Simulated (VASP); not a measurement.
Here is a VASP 6.6.1 calculation.

Contents of INCAR:

```
ALGO = Fast
EDIFF = 1E-6
ENCUT = 520
GGA = PE
ISIF = 2
ISMEAR = 0
ISPIN = 2
LASPH = True
LCHARG = False
LMAXMIX = 4
LORBIT = 11
LREAL = False
LWAVE = False
MAGMOM = 1
NBANDS = 18
NELM = 150
PREC = Accurate
SIGMA = 0.1
```

File KPOINTS:

```
k-points
0
Gamma
  13 13 13
```

The input POSCAR:

```
Ni
1.0
   -1.3837154700      1.3837154700      1.3837154700
    1.3837154700     -1.3837154700      1.3837154700
    1.3837154700      1.3837154700     -1.3837154700
Ni
1
Direct
    0.0000000000      0.0000000000      0.0000000000
```

Potentials or basis: VASP PAW PBE potentials, release 64 (Ni_pv).

Command:

```bash
$ cat potpaw_PBE.64/Ni_pv/POTCAR > POTCAR
$ mpirun -np 1 vasp_std > vasp.out
```

Task: What does it give for the pressure?

Result: 5.4 GPa.

Task: Estimate the band gap on the k mesh.

Result: None (metal or under the smearing width).

Task: Predict the site moments.

Result: Ni +0.61 μB.
